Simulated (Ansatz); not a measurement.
Runs of Ansatz 0.2.0 on Al2Pt. The structure is cubic, space group Fm-3m (No. 225). The conventional cell has a = 5.910 Å, b = 5.910 Å, c = 5.910 Å, α = 90.00°, β = 90.00°, γ = 90.00°. Pt (site symmetry m-3m) has 8 Al at 2.56 Å as nearest neighbours. Al (site symmetry -43m) has 4 Pt at 2.56 Å as nearest neighbours. 

| task | level | potentials or basis | cell | k mesh | points for each segment of the path | mesh quality | gap on the mesh (eV) | pressure (GPa) | V0 of scaled cells (Å³/atom) | relaxed volume (Å³/atom) | B0 (GPa) |
| --- | --- | --- | --- | --- | --- | --- | --- | --- | --- | --- | --- |
| equation of state | PBE | Ansatz PAW soft_1 | as given | 8 × 8 × 8 | - | not flagged | - | - | 17.52 | - | (a) |
| band structure | HSE03 | Ansatz PAW | as given | 4 × 4 × 4 | 4 | coarse | none | - | - | - | - |
| relaxation of cell and atoms | PBE+D4 | Ansatz PAW | relaxed | 8 × 8 × 8 | - | not flagged | none | 0.0 | - | (b) | - |
| equation of state | LDA | Ansatz PAW | as given | 8 × 8 × 8 | - | not flagged | - | - | 16.71 | - | 145 |
| relaxation of cell and atoms | PBE+D3(BJ) | Ansatz PAW | relaxed | 8 × 8 × 8 | - | not flagged | none | 0.0 | - | 16.99 | - |

Alike in all rows: no spin polarisation; cutoff (eV) 420; smearing fermi-dirac 0.05 eV.

Task: Estimate the missing entries.

Result: (a) 129; (b) 17.02.

Caveats: some runs use coarse meshes; the PAW data sets come from PBE, with cores solved anew for the run's functional, which leaves a small shift of forces and pressure (some runs); the plane-wave basis is chosen anew once the cell has moved, so the energies of steps on either side of that aren't comparable (some runs); pairwise dispersion overbinds metals, which lowers pressure and volume (some runs).

A k mesh can miss the band edges, and the runs leave out spin-orbit coupling on Pt.

A gap of «none» marks a metal or a gap under the smearing width.

Not every run made on this cell is shown here.
